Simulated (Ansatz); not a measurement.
## Bands of V

```
V
1.0
     0.00000    1.89500    1.89500
     1.89500    0.00000    1.89500
     1.89500    1.89500    0.00000
V
1
Direct
  0.00000 0.00000 0.00000
```

The cell is COD entry 1534881, as deposited and not checked against the literature; nothing was relaxed.

Theory: DFT, PBE, all-electron LAPW, scalar-relativistic (Ansatz 0.2.0).

Numerical set-up: a Γ-centred 16×16×16 k mesh, Fermi–Dirac smearing of 0.05 eV, basis error target 1 meV/atom, spin-polarised from start moments V 1.5 μB (the moments died away, and the run ended non-magnetic).

Points in fractions of the reciprocal vectors of this cell: Γ (0, 0, 0), X (0.5, 0, 0.5), U (0.625, 0.25, 0.625), K (0.375, 0.375, 0.75), L (0.5, 0.5, 0.5), W (0.5, 0.25, 0.75). The path joins them by straight lines in the order Γ–X–U–K–Γ–L–W–X; legs that retrace an earlier one aren't tabulated. Energies are in eV from the Fermi level.

Q: List the levels at K between -20 and 8.5 eV.

A: -2.60, -2.01, 0.30, 2.09, 3.01, 7.96.

Q: List the levels at X between -20 and 8.5 eV.

A: -3.55, -2.69, 3.14, 3.47 (×2), 3.48.

Q: List the levels at W between -20 and 8.5 eV.

A: -2.36, -1.03 (×2), 1.64, 3.47.

Q: What is the band gap?

A: none: bands cross the Fermi level, a metal.
